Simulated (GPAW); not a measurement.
# GaN (P6_3mc): G0W0 with GPAW, start to end

Aim: the G0W0 gap of GaN (P6_3mc) on PBE, step by step.

Calculated with GPAW 26.7.0; PBE and many-body steps on it, plane waves.

The database entry behind the starting cell differs from later determinations by our own check (about 0.3 % short, ideal inner coordinate), so it need not match the best structure at ambient conditions.

## Step 1: Set-up

Symmetry: P6_3mc, No. 186, hexagonal system. The conventional cell has a = 3.180 Å, b = 3.180 Å, c = 5.166 Å, α = 90.00°, β = 90.00°, γ = 120.00°. Nearest to Ga lie 4 N at 1.94 to 1.95 Å. Nearest to N lie 4 Ga at 1.94 to 1.95 Å. Farther neighbours and most contacts between anions are not listed.

Coordinates:

```cif
data_structure
_symmetry_space_group_name_H-M 'P 1'
_symmetry_Int_Tables_number 1
_cell_length_a 3.1800
_cell_length_b 3.1800
_cell_length_c 5.1660
_cell_angle_alpha 90.000
_cell_angle_beta 90.000
_cell_angle_gamma 120.000
_cell_volume 45.24
loop_
_atom_site_label
_atom_site_type_symbol
_atom_site_fract_x
_atom_site_fract_y
_atom_site_fract_z
_atom_site_occupancy
Ga1 Ga 0.33333 0.66667 0.00000 1
Ga2 Ga 0.66667 0.33333 0.50000 1
N3 N 0.33333 0.66667 0.37500 1
N4 N 0.66667 0.33333 0.87500 1
```

The cell and positions come from the Crystallography Open Database and are kept as given unless a step says otherwise.

## Step 2: Ground state

This step: GPAW 26.7.0; DFT, PBE, plane waves, PAW.

The ground-state density comes first.

Contents of run.py:

```python
import json
import numpy as np
from gpaw.mpi import world
from ase import Atoms
from gpaw import GPAW, PW, FermiDirac

atoms = Atoms(['Ga', 'Ga', 'N', 'N'],
    cell=[[3.1800000000, 0.0000000000, 0.0000000000],
      [-1.5900000000, 2.7539607840, 0.0000000000],
      [0.0000000000, 0.0000000000, 5.1660000000]],
    scaled_positions=[[0.3333333333, 0.6666666667, 0.0000000000],
      [0.6666666667, 0.3333333333, 0.5000000000],
      [0.3333333333, 0.6666666667, 0.3750000000],
      [0.6666666667, 0.3333333333, 0.8750000000]],
    pbc=(True, True, True))
calc = GPAW(mode=PW(600),
    xc='PBE',
    kpts={'size': (9, 9, 6), 'gamma': True},
    occupations=FermiDirac(0.001),
    nbands=-8,
    convergence={'density': 1e-6, 'bands': -3},
    maxiter=100,
    txt='gs.txt')
atoms.calc = calc
res = {'energy': atoms.get_potential_energy()}
kpts = calc.get_ibz_k_points()
res['kpts'] = kpts
res['eigenvalues'] = [calc.get_eigenvalues(kpt=k) for k in range(len(kpts))]
res['n_electrons'] = calc.get_number_of_electrons()
calc.write('gs.gpw')

if world.rank == 0:
    with open('result.json', 'w') as f:
        json.dump(res, f, default=lambda x: x.tolist())
```

Started as:

```
$ mpirun -n 8 gpaw python run.py
```

Numbers of over 12 decimals in the logs are rounded to 6 here.

The program printed:

```text
__  _  _
 | _ |_)|_||  |
 |__||  | ||/\| - 26.7.0

Input parameters:
  mode=PW(ecut=600.0),
  convergence={'density': 1e-06, 'bands': -3},
  kpts=MonkhorstPack(size=(9, 9, 6), gamma=True),
  maxiter=100,
  nbands=-8,
  occupations=Occupations(name='fermi-dirac', width=0.001, fixmagmom=False),
  xc=XC(name='PBE')
  [... matrices ...]
Diagonalizing LCAO Hamiltonian
Converting LCAO to pw mode

           N

           Ga
        N

        Ga

Atoms  # Å, Bohr magnetons
|   | symbol |         x |        y |        z |    initial magnetic moments |
| 0 |     Ga | -0.000000 | 1.835974 | 0.000000 | ( 0.0000,  0.0000,  0.0000) |
| 1 |     Ga |  1.590000 | 0.917987 | 2.583000 | ( 0.0000,  0.0000,  0.0000) |
| 2 |      N | -0.000000 | 1.835974 | 1.937250 | ( 0.0000,  0.0000,  0.0000) |
| 3 |      N |  1.590000 | 0.917987 | 4.520250 | ( 0.0000,  0.0000,  0.0000) |

Unit cell  # Å
| periodic |         x |        y |        z |  lengths |     angles |
|      yes |  3.180000 | 0.000000 | 0.000000 | 3.180000 |  90.000000 |
|      yes | -1.590000 | 2.753961 | 0.000000 | 3.180000 |  90.000000 |
|      yes |  0.000000 | 0.000000 | 5.166000 | 5.166000 | 120.000000 |

Number of symmetries: 6
Symmetry operations  # r_c * U_cc + t_c -> r_c
|   | kind |            matrix            |
| 0 |  σ   |  1, 1, 0,  0,-1, 0,  0, 0, 1 |
| 1 |  E   |  1, 0, 0,  0, 1, 0,  0, 0, 1 |
| 2 |  C3  |  0, 1, 0, -1,-1, 0,  0, 0, 1 |
| 3 |  σ   |  0,-1, 0, -1, 0, 0,  0, 0, 1 |
| 4 |  σ   | -1, 0, 0,  1, 1, 0,  0, 0, 1 |
| 5 |  C3  | -1,-1, 0,  1, 0, 0,  0, 0, 1 |

BZ-sampling:
  Number of BZ points: 486
  Number of IBZ points: 62

  Monkhorst-Pack size: [9, 9, 6]
  Monkhorst-Pack shift: [0.0, 0.0, 0.083333]

K-points  # in reciprocal-cell coordinates
|     |                                coordinates |     weight |
|   0 | (  0.00000000,   0.00000000,   0.00000000) | 0.00205761 |
|   1 | (  0.00000000,   0.00000000,   0.16666667) | 0.00411523 |
|   2 | (  0.00000000,   0.00000000,   0.33333333) | 0.00411523 |
|   3 | (  0.00000000,   0.00000000,   0.50000000) | 0.00205761 |
|   4 | (  0.11111111,   0.00000000,  -0.33333333) | 0.01234568 |
|   5 | (  0.11111111,   0.00000000,  -0.16666667) | 0.01234568 |
|   6 | (  0.11111111,   0.00000000,   0.00000000) | 0.01234568 |
|   7 | (  0.11111111,   0.00000000,   0.16666667) | 0.01234568 |
|   8 | (  0.11111111,   0.00000000,   0.33333333) | 0.01234568 |
|   9 | (  0.11111111,   0.00000000,   0.50000000) | 0.01234568 |
| ... |                                            |            |
|  61 | (  0.44444444,   0.44444444,   0.50000000) | 0.01234568 |

Plane wave coefficients: 1526
Cutoff: 600.0 eV

Spin-components: 1 (collinear spins)
Bands:           16
Projectors:      20
Spin-degeneracy: 2
Datatype:        complex128

  Storage: CPU
  Wave functions: 24_141_312 bytes (3_017_664 per core)
  Projectors: 34_703_136 bytes (4_337_892 per core)
  [... matrices ...]
Parallelization:
  kpt:    8
  domain: 1
  band:   1

Density:
  Valence electrons: 16.0
  Components: 1
  Grid points: [18 18 30]
  Charge: 0.0  # |e|

Potential:
  Grid points: [18 18 30]

species:
  Ga:
    name:    Gallium
    Z:       31.0
    valence: 3
    core:    28
    charge:  0.0  # [|e|]
    compensation charges:
      type: gauss
      rc: 0.37  # [Å]
      lmax: 2
    cutoffs:
      filter: 2.06  # [Å]
      core: 4.17  # [Å]
    projectors
    | kind |    occ | energy [eV] | rcut [Å] |
    |   4s |  2.000 |      -8.945 |    1.164 |
    |   4p |  1.000 |      -2.580 |    1.164 |
    |    s |        |      18.266 |    1.164 |
    |    p |        |      24.631 |    1.164 |
    |    d |        |       0.000 |    1.164 |

    Using partial waves for Ga as LCAO basis

  N:
    name:    Nitrogen
    Z:       7.0
    valence: 5
    core:    2
    charge:  0.0  # [|e|]
    compensation charges:
      type: gauss
      rc: 0.18  # [Å]
      lmax: 2
    cutoffs:
      filter: 1.11  # [Å]
      core: 0.96  # [Å]
    projectors
    | kind |    occ | energy [eV] | rcut [Å] |
    |   2s |  2.000 |     -18.583 |    0.603 |
    |   2p |  3.000 |      -7.089 |    0.529 |
    |    s |        |       8.629 |    0.603 |
    |    p |        |      20.123 |    0.529 |
    |    d |        |       0.000 |    0.577 |

    Using partial waves for N as LCAO basis

Reference energy: -108732.786066  # eV

eigensolver:
  PPCG
  Converge bands: -3
  niter=2

density mixing:
  MSR1-Mixer
  Pratt-step length: 0.05
  Maximum mixing coefficient: 0.75
  Old densities: 10
  SVD Regularization: 0.005
  Good broyden scale: 1.0
  Trust region scale: 1.0
  Backstep threshold: 4.0
  History deletion threshold: 6.0
  Fourier metric: weight=20.0, sigma=0.015

occupation numbers:
  Fermi-Dirac:
    width: 0.0010  # eV

poisson solver:
  ecut: 4800.0  # eV

xc functional:
  name: PBE with 2 nearest neighbor stencil

Initialization done in: 2.452 s

convergence criteria:
- Maximum integral of absolute [dens]ity change: 1e-06 electrons / valence electron
- Maximum [total energy] change in last 3 cyles: 0.0005 eV / valence electron
- Maximum integral of absolute [eigenst]ate change: 4e-08 eV^2 / valence electron
maximum number of iterations: 100

SCF iterations
|iter     |     time |      energy | eigst |  dens |
|iter:   1|  |  -27.389551 | +0.61 |       |
|iter:   2|  |  -26.433744 | -0.98 | -0.57 |
|iter:   3|  |  -23.820427 | -0.30 | -0.62 |
|iter:   4|  |  -23.818746 | -2.48 | -1.30 |
|iter:   5|  |  -23.819744c| -3.12 | -1.57 |
|iter:   6|  |  -23.819767c| -4.62 | -2.87 |
|iter:   7|  |  -23.819788c| -5.51 | -3.20 |
|iter:   8|  |  -23.819788c| -6.62 | -4.26 |
|iter:   9|  |  -23.819788c| -7.38 | -4.92 |
|iter:  10|  |  -23.819788c| -8.26c| -5.73 |
|iter:  11|  |  -23.819788c| -8.55c| -6.35c|

Converged in 11 steps
SCF loop duration: 3.999 s (0.364 s/step)
Energy contributions relative to reference atoms: (reference = -108732.786066)
  [... matrices ...]
Energy contributions:
  Kinetic:          69.479711
  Coulomb:         -60.272148
  Zero:              0.116770
  External:          0.000000
  Xc:              -33.144121
  Entropy:          -0.000000
  Spinorbit:         0.000000
  ----------------------------
  Free energy:     -23.819788
  Extrapolated:    -23.819788

dipole moment: (-0.000023, -0.000040, -11.585928)  # |e|*Ang

Fermi level: 6.591
Eigenvalues  # (at kpt = [0.000, 0.000, 0.000])
| band index |      eig [eV] | occ [0-2] |
|          0 |        -9.453 |     2.000 |
|          1 |        -7.073 |     2.000 |
|          2 |        -0.531 |     2.000 |
|          3 |         5.509 |     2.000 |
|          4 |         5.509 |     2.000 |
|          5 |         6.505 |     2.000 |
|          6 |         6.574 |     2.000 |
|          7 |         6.574 |     2.000 |
|          8 |         8.624 |     0.000 |
|          9 |        10.965 |     0.000 |
|         10 |        15.930 |     0.000 |
|         11 |        16.572 |     0.000 |
|         12 |        16.573 |     0.000 |
|         13 |        17.512 |     0.000 |
|         14 |        18.416 |     0.000 |
|         15 |        18.416 |     0.000 |

Gap: 2.050 eV
Transition (v -> c):
  (s=0, k=0, n=7, [0.00, 0.00, 0.00]) -> (s=0, k=0, n=8, [0.00, 0.00, 0.00])
No difference between direct/indirect transitions
# Writing to gs.gpw (mode='')
  [... matrices ...]
```

It took 9.2 s on 8 MPI ranks of Intel Xeon Platinum 8488C (Sapphire Rapids), shared host; peak memory 1.3 GiB; 70 s of CPU time.

This step gave:

```
total energy               : -23.82 eV
gap                        : 2.050 eV
k of the valence top       : 0, 0, 0
k of the conduction bottom : 0, 0, 0
least direct gap           : 2.050 eV
```

The gap is direct, at Γ.

## Step 3: Empty states on the mesh, 6×6×4 mesh, 153 bands

The sums over transitions need many empty states on a uniform mesh; this step solves for them.

Contents of run.py:

```python
import json
import numpy as np
from gpaw.mpi import world
from gpaw import GPAW

calc = GPAW('gs.gpw').fixed_density(kpts={'size': (6, 6, 4), 'gamma': True},
    parallel={'domain': 1, 'band': 1},
    txt='nscf.txt')
calc.diagonalize_full_hamiltonian(nbands=153)
calc.write('full.gpw', mode='all')
res = {}
kpts = calc.get_ibz_k_points()
res['kpts'] = kpts
res['eigenvalues'] = [calc.get_eigenvalues(kpt=k) for k in range(len(kpts))]
res['n_electrons'] = calc.get_number_of_electrons()

if world.rank == 0:
    with open('result.json', 'w') as f:
        json.dump(res, f, default=lambda x: x.tolist())
```

Started as:

```
$ mpirun -n 8 gpaw python run.py
```

The program printed:

```text
Diagonalizing LCAO Hamiltonian
Converting LCAO to pw mode
convergence criteria:
- Maximum integral of absolute [eigenst]ate change: 4e-08 eV^2 / valence electron
maximum number of iterations: 100

SCF iterations
|iter     |     time |      energy | eigst |  dens |
|iter:   1|  |             | +0.74 |       |
|iter:   2|  |             | -0.92 |       |
|iter:   3|  |             | -2.01 |       |
[...]
|iter:   7|  |             | -6.37 |       |
|iter:   8|  |             | -7.24 |       |
|iter:   9|  |             | -8.07c|       |
SCF steps: 9
  __  _  _
 | _ |_)|_||  |
 |__||  | ||/\| - 26.7.0

Input parameters:
  mode=PW(ecut=600.0),
  convergence={'density': 1e-06, 'bands': -3},
  gpts=array([18, 18, 30]),
  kpts=MonkhorstPack(size=(6, 6, 4), gamma=True),
  maxiter=100,
  nbands=16,
  occupations=Occupations(name='fermi-dirac', width=0.001, fixmagmom=False),
  parallel={'domain': 1, 'band': 1},
  xc=XC(name='PBE')
Matrix size: 1521x1521
# Writing to full.gpw (mode='all')
  [... matrices ...]

timing:  # [seconds]
  Total: 12.578  # ━━━━━━━━━━━━━━━━━━━━━━━━━━━━━━━━━━━━━━━━━━━━━━━━━━━━━━━━━━
```

Run time: 18 s. Hardware: 8 MPI ranks; peak memory 2.8 GiB; 2.4 min of CPU time.

This step gave:

```
gap                                                           : 2.050 eV
k of the valence top                                          : 0, 0, 0
k of the conduction bottom                                    : 0, 0, 0
least direct gap                                              : 2.050 eV
k points computed                                             : 24
lowest point of the top converged band, above the valence top : 112.8503 eV
```

On this mesh the gap is 2.050 eV.

## Step 4: Screening and self-energy, 6×6×4 mesh, 143 bands, screening to 125 eV

G0W0 replaces the xc potential by the self-energy, built once from these orbitals. Only a window of levels is corrected, while the sums run over the empty bands that the input names.

This step: G0W0 on PBE, plane waves, PAW.

Contents of run.py:

```python
import json
import numpy as np
from gpaw.mpi import world
from gpaw.response.g0w0 import G0W0

gw = G0W0('full.gpw',
    filename='gw',
    kpts=[0],
    bands=(6, 10),
    ecut=125,
    nbands=143,
    integrate_gamma='WS',
    ppa=True)
gw.calculate()
res = {mode: {k: v for k, v in r.items() if k != 'sigma_eskwn'}
       for mode, r in gw.all_results.items()}

if world.rank == 0:
    with open('result.json', 'w') as f:
        json.dump(res, f, default=lambda x: x.tolist())
```

Started as:

```
$ mpirun -n 8 gpaw python run.py
```

The program printed:

```text
Using integrator: PointIntegrator
FrequencyGridDescriptor(from 0.000+0.000j to 0.000+27.211j eV, 2 points)
Nonperiodic BCs:  [False False False]
Using integrator: PointIntegrator
FrequencyGridDescriptor(from 0.000+0.000j to 0.000+27.211j eV, 2 points)
Nonperiodic BCs:  [False False False]
  ___  _ _ _
 |   || | | |
 | | || | | |
 |__ ||_____|
 |___|

BZ k-points: Symmetries present (total): 6

  [... matrices ...]
144 k-points: 6 x 6 x 4 Monkhorst-Pack grid + [1/12,1/12,1/8]
24 k-points in the irreducible part of the Brillouin zone
       k-points in crystal coordinates                weights
   0:     0.00000000    0.00000000    0.00000000          1/144
   1:     0.00000000    0.00000000    0.25000000          2/144
   2:     0.00000000    0.00000000    0.50000000          1/144
   3:     0.16666667    0.00000000   -0.25000000          6/144
   4:     0.16666667    0.00000000    0.00000000          6/144
   5:     0.16666667    0.00000000    0.25000000          6/144
   6:     0.16666667    0.00000000    0.50000000          6/144
   7:     0.33333333   -0.16666667    0.00000000          6/144
   8:     0.33333333   -0.16666667    0.25000000         12/144
   9:     0.33333333   -0.16666667    0.50000000          6/144
          ...
  23:     0.50000000    0.50000000    0.50000000          3/144

Distributing spins, k-points and bands (1 x 1 x 4) over 8 processes
Number of blocks: 1

Quasi particle states:
k-points (IBZ indices): [0]
Band range: (6, 10)
  [... matrices ...]
Computational parameters:
Plane wave cut-off: 125 eV
Number of bands: 143
Coulomb cutoff: None
Broadening: 0.1 eV

fxc modes: GW
Kernel: RPA
Using Godby-Needs plasmon-pole approximation:
  Fitting energy: i*E0, E0 = 1.000 Hartree
Summing all q:

Calculating screened Coulomb potential
No Coulomb truncation
FrequencyGridDescriptor(from 0.000+0.000j to 0.000+27.211j eV, 2 points)
Removing empty qpoint cache files...

Calculating chi0 body with:
    Ground state adapter containing:
    Number of spins: 1
    Number of kpoints: 144
    Number of irreducible kpoints: 24
    Number of completely occupied states: 8
    Number of partially occupied states: 8
    Occupied states memory: 1.1865234375 M / cpu

    Linear response parametrization:
    q_c: [1.3877787807814457e-17, 1.3877787807814457e-17, 0.0]
    Number of frequency points: 2
    Planewave cutoff: 125.0
    Number of bands: 143
    Number of planewaves: 135
    Broadening (eta): 1e-06
    comm.size: 8
    kncomm.size: 8
    blockcomm.size: 1

    Memory estimate of potentially large arrays:
        chi0_wGG: 0.556183 M / cpu
Integrating chi0 body.

Symmetries of q_c:
    Direct symmetries (Uq -> q): 6
    Indirect symmetries (TUq -> q): 6
In total 12 allowed symmetries.

  [... matrices ...]
24 groups of equivalent kpoints. 83.333333% reduction.

Integral kind: response function
Integrating chi0 head and wings.

Symmetries of q_c:
    Direct symmetries (Uq -> q): 6
    Indirect symmetries (TUq -> q): 6
In total 12 allowed symmetries.

  [... matrices ...]
24 groups of equivalent kpoints. 83.333333% reduction.

Integral kind: response function wings

Calculating chi0 body with:
    Ground state adapter containing:
    Number of spins: 1
    Number of kpoints: 144
    Number of irreducible kpoints: 24
    Number of completely occupied states: 8
    Number of partially occupied states: 8
[... the further q-points ...]

Results:
f:      Occupation numbers
eps:     KS-eigenvalues [eV]
vxc:     KS vxc [eV]
exx:     Exact exchange [eV]
sigma:   Self-energies [eV]
dsigma:  Self-energy derivatives
Z:       Renormalization factors
qp:      QP-energies [eV]

k-point 0 (0): (0.000, 0.000, 0.000)                GW
band       f     eps     vxc     exx   sigma  dsigma       Z      qp
                                                                   GW
   6   1.000   6.574 -19.044 -22.397   2.715  -0.275   0.785   6.073
   7   1.000   6.574 -19.044 -22.397   2.715  -0.275   0.785   6.073
   8   0.000   8.624 -15.767 -11.504  -3.126  -0.225   0.816   9.552
   9   0.000  10.965 -15.203 -10.099  -3.809  -0.212   0.825  12.033
```

It took 1.8 min on 8 MPI ranks; peak memory 2.1 GiB.

Numbers from this step:

```yaml
g0w0_gap_on_the_points_computed: 3.479 eV
least_direct_g0w0_gap_on_the_computed_points: 3.479 eV
z_at_the_valence_top: 0.7846
z_at_the_conduction_bottom: 0.8165
starting_gap_on_the_mesh: 2.050 eV
k_of_the_valence_top: 0, 0, 0
k_of_the_conduction_bottom: 0, 0, 0
```

The gap on the mesh goes from 2.05 eV to 3.48 eV, a correction of +1.43 eV.

Limits: finite bands, cutoff and mesh; no spin-orbit coupling. v1 is the top filled band, c1 the lowest empty one. The levels before and after the correction (eV, zero at the valence-band top of each column):

|  | conduction bottom | valence top |
| --- | --- | --- |
| Kohn-Sham | 2.05 | 0.00 |
| G0W0 | 3.48 | 0.00 |

|  | level | energy (eV) |
| --- | --- | --- |
| Kohn-Sham | Γ v2-v1 | 0.000 |
| Kohn-Sham | Γ c1 | 2.050 |
| Kohn-Sham | Γ c2 | 4.391 |
| G0W0 | Γ v2-v1 | 0.000 |
| G0W0 | Γ c1 | 3.479 |
| G0W0 | Γ c2 | 5.960 |

## Step 5: Where the time went

Times are wall times on 8 MPI ranks of Intel Xeon Platinum 8488C (Sapphire Rapids), shared host, good to a factor of about two.

| step | time | share | memory (GiB) |
| --- | --- | --- | --- |
| ground state | 9.2 s | 7 % | 1.3 |
| empty states on the mesh | 18 s | 14 % | 2.8 |
| screening and self-energy | 1.8 min | 80 % | 2.1 |

## Step 6: Results

```json
{"PBE gap": "2.05 eV, direct", "G0W0 gap on the mesh": "3.48 eV", "GW settings": "6×6×4 mesh, 143 bands, screening to 125 eV, Godby-Needs plasmon pole", "known limits": "not at the basis limit; no spin-orbit coupling"}
```

G0W0 moves the gap on the mesh from 2.05 eV to 3.48 eV (+1.43 eV), with Z of 0.78 and 0.82 at the edges. Only 1 of the mesh's irreducible points was corrected, so a valley elsewhere could overtake. The dearest step here is «screening and self-energy». Bands and cutoff are finite, so the gap is not at the basis limit. The miss can reach some tenths of an eV and take either sign; the mesh is an error of its own. These stock PAW sets were not made for GW; the filled d or f shell of Ga lies in the frozen core, which bears on start and correction. In the G0W0 run levels were corrected at 1 k point alone, so a gap called «on the mesh» is the least over those, and an edge elsewhere would be missed. The many-body steps are scalar-relativistic: spin-orbit coupling is not in them.

[Paths, hosts, dates, memory and timing lines, banners, echoed tables and standing remarks are left out of the program output.]

[Logs are printed without paths, hosts, clocks, repeated set-up lines and the standing remarks that a program may print on its own settings, such as how far it seeks lower states.]

[Runs of the session that timed out or met a known fault of the program may be left out.]

[Hosts, paths, dates, database ids (printed as entryN), source tags and the programs' standing remarks are cut or masked in the printed files.]
